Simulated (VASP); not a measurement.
# CaF2 (Fluorite) (Fm-3m) in VASP: single point with PBE

Aim: the single point of CaF2 (Fluorite) with PBE.

All numbers are computed with VASP 6.6.1; they aren't measurements. Logs are shortened: lines on timing, memory, paths and dates and some standing lists are left out, and cuts for length are marked.

### 1 Starting point

It takes space group Fm-3m (No. 225, cubic). The conventional cell has a = 5.462 Å, b = 5.462 Å, c = 5.462 Å, α = 90.00°, β = 90.00°, γ = 90.00°. Around Ca (site symmetry m-3m) lie 8 F at 2.37 Å. F (site symmetry -43m) is surrounded by 4 Ca at 2.37 Å.

### 2 Single point, PBE

INCAR

```
PREC = Accurate ; ENCUT = 520
EDIFF = 1E-7 ; ISMEAR = -1
SIGMA = 0.02 ; LREAL = F
LASPH = T ; NELM = 100
ALGO = Normal ; ISIF = 2
LWAVE = F ; LCHARG = F
GGA = PE ; NBANDS = 19
```

KPOINTS

```
Automatic mesh
0
Gamma
  6 6 6
```

POSCAR

```
CaF2
1.0
    0.0000000000      2.7310000000      2.7310000000
    2.7310000000      0.0000000000      2.7310000000
    2.7310000000      2.7310000000      0.0000000000
Ca F
1 2
Direct
    0.0000000000      0.0000000000      0.0000000000
    0.2500000000      0.2500000000      0.2500000000
    0.7500000000      0.7500000000      0.7500000000
```

Potentials or basis: VASP PAW PBE potentials, release 64 (Ca_sv, F).

Command:

```console
$ cat potpaw_PBE.64/Ca_sv/POTCAR potpaw_PBE.64/F/POTCAR > POTCAR
$ mpirun -np 1 vasp_std > vasp.out
```

OUTCAR:

```text
PREC = Accurate
   ENCUT = 520
   EDIFF = 1E-7
   ISMEAR = -1
   LREAL = F
   LASPH = T
   NELM = 100
   ISIF = 2
   GGA = PE

 ion  position               nearest neighbor table
   1  0.000  0.000  0.000-   3 2.37   3 2.37   3 2.37   2 2.37   3 2.37   2 2.37   2 2.37   2 2.37

   2  0.250  0.250  0.250-   1 2.37   1 2.37   1 2.37   1 2.37
   3  0.750  0.750  0.750-   1 2.37   1 2.37   1 2.37   1 2.37

  LATTYP: Found a face centered cubic cell.
 ALAT       =     5.4620000000

  Lattice vectors:

 A1 = (   0.0000000000,   2.7310000000,   2.7310000000)
 A2 = (   2.7310000000,   0.0000000000,   2.7310000000)
 A3 = (   2.7310000000,   2.7310000000,   0.0000000000)

Analysis of symmetry for initial positions (statically):
=====================================================================
 Subroutine PRICEL returns:
 Original cell was already a primitive cell.

 Routine SETGRP: Setting up the symmetry group for a
 face centered cubic supercell.

 Subroutine GETGRP returns: Found 48 space group operations
 (whereof 48 operations were pure point group operations)
 out of a pool of 48 trial point group operations.

The static configuration has the point symmetry O_h .

Analysis of symmetry for dynamics (positions and initial velocities):
=====================================================================
 Subroutine PRICEL returns:
 Original cell was already a primitive cell.

 Routine SETGRP: Setting up the symmetry group for a
 face centered cubic supercell.

 Subroutine GETGRP returns: Found 48 space group operations
 (whereof 48 operations were pure point group operations)
 out of a pool of 48 trial point group operations.

The dynamic configuration has the point symmetry O_h .

 Subroutine INISYM returns: Found 48 space group operations
 (whereof 48 operations are pure point group operations),
 and found     1 'primitive' translations

----------------------------------------------------------------------------------------

                                     Primitive cell

  volume of cell :      40.7376

  direct lattice vectors                    reciprocal lattice vectors
     0.000000000  2.731000000  2.731000000    -0.183083120  0.183083120  0.183083120
     2.731000000  0.000000000  2.731000000     0.183083120 -0.183083120  0.183083120
     2.731000000  2.731000000  0.000000000     0.183083120  0.183083120 -0.183083120

[... 74 lines left out ...]
   ENCUT  =  520.0 eV  38.22 Ry    6.18 a.u.   7.18  7.18  7.18*2*pi/ulx,y,z
   NELM   =    100;   NELMIN=  2; NELMDL= -5     # of ELM steps
   EDIFF  = 0.1E-06   stopping-criterion for ELM
   LREAL  =      F    real-space projection
   EDIFFG = 0.1E-05   stopping-criterion for IOM
   NSW    =      0    number of steps for IOM
   IBRION =     -1    ionic relax: 0-MD 1-quasi-New 2-CG
   NFREE  =      0    steps in history (QN), initial steepest desc. (CG)
   ISIF   =      2    stress and relaxation
   ISYM   =      2    0-nonsym 1-usesym 2-fastsym
   POTIM  = 0.5000    time-step for ionic-motion
   TEBEG  =    0.0;   TEEND  =   0.0 temperature during run
   PSTRESS=    0.0 pullay stress
   NELECT =      24.0000    total number of electrons
   NUPDOWN=      -1.0000    fix difference up-down
   EMIN   =  10.00;   EMAX   =-10.00  energy-range for DOS
   EFERMI =   0.00;   METHOD = LEGACY
   ISMEAR =    -1;   SIGMA  =   0.02  broadening in eV -4-tet -1-fermi 0-gaus
   EFERMI_NEDOS =   21; number of points for ismear=-14 and -15
   IALGO  =     38    algorithm
   IMIX   =      4    mixing-type and parameters
     AMIX     =   0.40;   BMIX     =  1.00
     AMIX_MAG =   1.60;   BMIX_MAG =  1.00
  volume/ion in A,a.u.               =      13.58        91.64
  Fermi-wavevector in a.u.,A,eV,Ry     =   1.372398  2.593457 25.626266  1.883477
  Thomas-Fermi vector in A             =   2.498009
   LORBIT       =      0    0 simple, 1 ext, 2 COOP (PROOUT), +10 PAW based schemes
   GGA     = PE    functional components
   LHFCALC =     F    Hartree Fock is set to
   AEXX    =    0.0000 exact exchange contribution
   IVDW    =     0    specifies the selected vdW correction
   LEPSILON=     F    determine dielectric tensor
   LRPA    =     F    only Hartree local field effects (RPA)
 non-spin polarized calculation
  energy-cutoff  :      520.00
  volume of cell :       40.74
 maximum number of plane-waves:      1113
 NGX is ok and might be reduce to    30
   NGX = 15   NGY = 15   NGZ = 15

 number of electron      23.9999987 magnetization

 Free energy of the ion-electron system (eV)
  ---------------------------------------------------
  ext. energy  EPLUGINS =         0.00000000
  ---------------------------------------------------
  free energy    TOTEN  =       -17.32883838 eV

  energy without entropy =      -17.32883838  energy(sigma->0) =      -17.32883838

 E-fermi :  -0.3958     XC(G=0):  -9.6314

 val. band max:       -0.9676745095   @ k =   0.5000   0.5000   0.0000
 cond. band min:       6.3101556706   @ k =   0.0000   0.0000   0.0000
 fundamental gap:      7.2778301801
 Fermi energy:        -0.3957627789

 k-point     1 :       0.0000    0.0000    0.0000
  band No.  band energies     occupation
      1     -36.9941      2.00000
      2     -20.9017      2.00000
      3     -20.1310      2.00000
      4     -17.9332      2.00000
      5     -17.9332      2.00000
      6     -17.9332      2.00000
[... 329 lines left out ...]
      6     -17.4230      2.00000
[... 11 lines left out ...]
     18      13.5678      0.00000
     19      13.6144      0.00000

------------------------ aborting loop because EDIFF is reached ----------------------------------------

  FORCE on cell =-STRESS in cart. coord.  units (eV):
  Direction    XX          YY          ZZ          XY          YZ          ZX
  --------------------------------------------------------------------------------------
  -------------------------------------------------------------------------------------
  Total        0.6286122      0.6286122      0.6286122     -0.0000000      0.0000000      0.0000000
  in kB       24.7228346     24.7228346     24.7228346     -0.0000000      0.0000000      0.0000000
  external PRESSURE =      24.7228346 kB  Pullay stress =       0.0000000 kB

 VOLUME and BASIS-vectors are now :
 -----------------------------------------------------------------------------
  energy-cutoff  :      520.00
  volume of cell :       40.74
      direct lattice vectors                 reciprocal lattice vectors
     0.000000000  2.731000000  2.731000000    -0.183083120  0.183083120  0.183083120
     2.731000000  0.000000000  2.731000000     0.183083120 -0.183083120  0.183083120
     2.731000000  2.731000000  0.000000000     0.183083120  0.183083120 -0.183083120

 POSITION                                       TOTAL-FORCE (eV/Angst)
 -----------------------------------------------------------------------------------
      0.00000      0.00000      0.00000        -0.000000     -0.000000      0.000000
      1.36550      1.36550      1.36550        -0.000000      0.000000      0.000000
      4.09650      4.09650      4.09650         0.000000     -0.000000     -0.000000
 -----------------------------------------------------------------------------------
    total drift:                                0.000000     -0.000000      0.000000

  FREE ENERGIE OF THE ION-ELECTRON SYSTEM (eV)
  ---------------------------------------------------
  free  energy   TOTEN  =       -17.3288383789 eV

  energy  without entropy=      -17.3288383789  energy(sigma->0) =      -17.32883838
```

stdout:

```text
POSCAR found type information on POSCAR CaF
 POSCAR found :  2 types and       3 ions
 scaLAPACK will be used
 LDA part: xc-table for (Slater+PW92), standard interpolation
 POSCAR, INCAR and KPOINTS ok, starting setup
 FFT: planning ... GRIDC
 FFT: planning ... GRID_SOFT
 FFT: planning ... GRID
 WAVECAR not read
 entering main loop
```

Wall time 8.3 s (1 thread of Intel Xeon 6975P-C (Granite Rapids), shared host); peak memory 0.17 GiB.

What came out:

| Property | Result |
| --- | --- |
| Free energy | -17.3288 eV |
| Pressure | 2.5 GPa |
| Band gap on the k mesh | 7.28 eV, indirect (least direct gap 7.53 eV) |

A k mesh can miss the band edges.
